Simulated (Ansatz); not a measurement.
MgO (CsCl type): a one-shot G0W0 calculation in the plane-wave code Ansatz (G0W0@PBE with 124 empty bands, a screening cutoff of 210 eV and a 6×6×6 mesh). The cell was relaxed beforehand with r2SCAN.

```yaml
crystal:
  lattice:
    - [2.6233491281, 0.0, 0.0]
    - [0.0, 2.6233491281, 0.0]
    - [0.0, 0.0, 2.6233491281]
  atoms:
    - { symbol: Mg, position: [0.0, 0.0, 0.0] }
    - { symbol: O, position: [0.5, 0.5, 0.5] }
kpoints:
  mp_grid: { grid: [6, 6, 6] }
hamiltonian:
  xc: pbe
scf:
  occupations: { method: fixed }
gw:
  n_empty_bands: 124
  ecut_chi: 210
  qp_bands: [v2, c2]
  qp_kpoints: band_edges
  screening: { model: contour_deformation }
```

The output follows, shortened, with numbered blanks.
```
Pseudopotential: Mg, paw, valence charge 10, recommended cutoff 420 eV (normal)
Pseudopotential: O, paw, valence charge 6, recommended cutoff 420 eV (normal)
Functional definition: PBE
Crystal: 2 atoms, lattice volume = 18.054 Å³
[1]
Bands: 12, of which v1, the nominal top of the filled ones, is band 8 counted from 1 (7 counted from 0)
Symmetry: 48 space group operations
Space group: Pm-3m (ITA 221)
k-points: 20 of 216
SCF 1 converged in 6 iterations: F = -2492.618905 eV  dr2 = 6.03e-9
Free energy (F): -2492.618905 eV
Fermi energy:    10.244381 eV
--- G₀W₀: contour deformation, 7 samples at zero and on the imaginary axis and 2 off it, 216 q-points, 124 empty bands' worth ---
    ik  band        ε_KS         Σx   Σc(E_QP)       V_xc       Z   E_QP_lin       E_QP  E_QP is
     0     7      9.2283   -25.8245     4.1354   -20.4472  0.7686     7.9673     7.9866  root
     0     8      9.2283  [2]
     0     9     12.8817   -10.9048    -3.6916   -15.4325  0.8307    13.7226    13.7178  root
     0    10     20.7306    -3.8982    -4.8560    -9.4719  0.8317    21.4533    21.4483  root
     3     7      9.6821  [3]
     3     8      9.6821  [4]
     3     9     17.3768    -8.7180    -4.5114   -14.2146  0.8246    18.3716    18.3620  root
     3    10     19.8045   -11.6115    -5.3719   -18.4092  0.7745    21.2641    21.2303  root
     6     7      8.3968   -25.0102     4.2560   -19.4284  0.7649     7.0454     7.0710  root
     6     8      9.8151   -26.2551     4.0843   -20.9815  0.7698     8.6090     8.6259  root
     6     9     18.5210  [5]
     6    10     18.9706   -10.0360    -4.9999   -16.2942  0.7959    20.2502    20.2289  root
     7     7      6.2182  [6]
     7     8      9.9559   -26.3951     4.0638   -21.1593  0.7702     8.7678     8.7839  root
     7     9     17.3006    -9.0580    -4.5186   -14.6397  0.8170    18.3753    18.3638  root
     7    10     19.9545    -7.1451    -5.0304   -13.1648  0.8091    20.9558    20.9437  root
     8     7      6.3826  [7]
     8     8     10.0958   -26.5330     4.0470   -21.3314  0.7705     8.9259     8.9413  root
     8     9     16.5444  [8]
     8    10     20.6387    -8.8857    -5.2228   -15.2654  0.7926    21.8147    21.7955  root
     9     7      5.5061   -23.6354     4.9274   -17.2307  0.7369     3.9781     4.0289  root
     9     8     10.2444  [9]
     9     9     15.2586    -6.0133    -4.3439   -11.1236  0.8450    16.0298    16.0250  root
     9    10     22.5631    -9.2490    -5.9765   -16.4845  0.7536    23.8387    23.8221  root
    10     7      8.1799   -24.7627     4.3000   -19.1133  0.7633     6.8030     6.8305  root
    10     8      8.1799   -24.7627     4.3000   -19.1133  0.7633     6.8030     6.8305  root
    10     9     16.2594   -12.5541    -4.0627   -17.7488  0.8057    17.4035    17.3914  root
    10    10     21.7149    -6.2874    -5.2525   -12.5068  0.7990    22.6943    22.6817  root
    12     7      8.4058   -24.9927     4.2109   -19.4614  0.7660     7.0604     7.0854  root
    12     8      8.7612   -25.3703     4.2764   -19.7921  0.7648     7.4357     7.4595  root
    12     9     18.7860   -10.0954    -4.9234   -16.2692  0.7984    20.0564    20.0363  root
    12    10     19.4346    -9.6385    -4.9022   -15.6979  0.8010    20.6092    20.5918  root
    17     7      6.9765   -24.3485     4.5824   -18.3449  0.7537     5.5181     5.5552  root
    17     8      7.2328   -24.4801     4.6075   -18.4607  0.7533     5.7854     5.8209  root
    17     9     17.6537    -7.4661    -4.5900   -13.0335  0.8261    18.6409    18.6311  root
    17    10     18.7067    -5.6739    -4.7517   -11.3002  0.8293    19.5898    19.5812  root
  […]
```

The points are ik 0 = (0, 0, 0) (Γ), ik 3 = (0, 0, -1/2), ik 6 = (0, 1/6, -1/2), ik 7 = (0, 1/3, 1/3), ik 8 = (0, 1/3, -1/2), ik 9 = (0, -1/2, -1/2), ik 10 = (1/6, 1/6, 1/6), ik 12 = (1/6, 1/6, -1/2), ik 17 = (1/3, 1/3, -1/2), ik 19 = (-1/2, -1/2, -1/2); band 8 is the last filled one.

**Question.** Give the withheld lines. They hold quasiparticle rows, cutoff and plane waves at Γ.

**Answer.**
```
[1]
Basis set: ecut = 420 eV, 365 PW (Γ)
[2]
     0     8      9.2283   -25.8245     4.1354   -20.4472  0.7686     7.9673     7.9866  root
[3]
     3     7      9.6821   -26.1314     4.1022   -20.8242  0.7695     8.4596     8.4771  root
[4]
     3     8      9.6821   -26.1314     4.1022   -20.8242  0.7695     8.4596     8.4771  root
[5]
     6     9     18.5210    -9.1863    -4.6988   -14.9595  0.8130    19.6086    19.5953  root
[6]
     7     7      6.2182   -23.7936     4.7452   -17.5909  0.7450     4.7136     4.7607  root
[7]
     8     7      6.3826   -24.0012     4.7074   -17.8435  0.7475     4.8884     4.9323  root
[8]
     8     9     16.5444    -7.0613    -4.4596   -12.4162  0.8330    17.4471    17.4398  root
[9]
     9     8     10.2444   -26.6912     4.0283   -21.5275  0.7707     9.0943     9.1089  root
```
Only the leading digits can be foreseen; the rest is this run's record.

Over the mesh points the PBE gap of 2.64 eV becomes a quasiparticle gap of 4.61 eV (k = (0, -1/2, -1/2) to Γ), a change of +1.97 eV. Renormalisation factors Z lie between 0.74 and 0.85. G0W0 here is at a finite number of bands, screening cutoff and k mesh, not at the basis limit.

Run as `ansatz run input.yaml --threads 2 --pin off --max-ram 3686MiB --backend cpu --events-out ev --progress --plain --runs-dir out`.

The calculation is spin-unpolarised, and the structure need not be a phase that has been made.
